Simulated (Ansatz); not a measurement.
**PbS: an axial (c/a) deformation path**

The task here is to estimate one member of a computed series from the others.

Program: Ansatz 0.2.0. Level of theory: DFT PBEsol, scalar-relativistic, plane waves, PAW. These are calculated values, not measurements.

1 further run of the same task is left out (set aside as unsound or not needed).

### The starting structure

The structure is hexagonal, space group P-6m2 (No. 187). Conventional cell: a = 4.090 Å, b = 4.090 Å, c = 3.788 Å, α = 90.00°, β = 90.00°, γ = 120.00°. Pb (site symmetry -6m2) is surrounded by 6 S at 3.03 Å. Around S (site symmetry -6m2) lie 6 Pb at 3.03 Å.

Structure file:

```cif
data_structure
_symmetry_space_group_name_H-M 'P-6m2'
_symmetry_Int_Tables_number 187
_cell_length_a 4.0897
_cell_length_b 4.0897
_cell_length_c 3.7882
_cell_angle_alpha 90.000
_cell_angle_beta 90.000
_cell_angle_gamma 120.000
_cell_volume 54.87
loop_
_atom_site_label
_atom_site_type_symbol
_atom_site_symmetry_multiplicity
_atom_site_Wyckoff_symbol
_atom_site_fract_x
_atom_site_fract_y
_atom_site_fract_z
_atom_site_occupancy
Pb1 Pb 1 a 0.00000 0.00000 0.00000 1
S1 S 1 f 0.66667 0.33333 0.50000 1
```

The structure comes from the Materials Project (structure only).

The first run:

input.yaml

```yaml
crystal:
  lattice:
    - [4.0896976867, 0.0, 0.0]
    - [-2.0448488433, 3.5417820905, 0.0]
    - [0.0, 0.0, 3.788167]
  atoms:
    - { symbol: Pb, position: [0.0, 0.0, 0.0] }
    - { symbol: S, position: [0.66666667, 0.33333333, 0.5] }
basis:
  ecutwfc: 420
kpoints:
  mp_grid: { grid: [6, 6, 6] }
hamiltonian:
  xc: pbesol
scf:
  occupations: { method: gaussian, width: 0.1 }
output:
  forces: true
  stress: true
  eigenvalues: true
```

On the command line:

```sh
$ ansatz run input.yaml --threads 1 --pin off --max-ram 1228MiB --backend cpu --events-out ev --progress --plain --runs-dir out
```

Steps of the session up to this table: Quick check of gap, pressure and forces; Zero of the scan; ρ = 0.850; At ρ = 1.200; Point ρ = 0.920; ρ = 1.100; Point ρ = 0.960; ρ = 1.050.

One of the session's tables, all rows but one given; the rest of the session is left out.

| ρ | ΔE (meV/atom) | pressure (GPa) |
| --- | --- | --- |
| 0.850 | 102.0 | -1.0 |
| 0.920 | 25.0 | -1.9 |
| 0.960 | 5.3 | -2.4 |
| 1.000 | 0.0 | -2.9 |
| 1.050 | 11.1 | -3.5 |
| 1.100 | ? | ? |
| 1.200 | 142.1 | -5.4 |

**Question.** Estimate the row for ρ = 1.100.

Worked estimate for «ΔE (meV/atom)». A straight line through the neighbours (1.050, 11.1) and (1.200, 142.1) gives 11.1 + (142.1 − 11.1) × (1.100 − 1.050) / (1.200 − 1.050) = 54.8; a parabola fitted to 3 rows on both sides gives 38.5.

**Answer.** ΔE (meV/atom): 39.6; pressure (GPa): -4.2. In «ΔE (meV/atom)» the line misses by +15.2 and the parabola by -1.1.
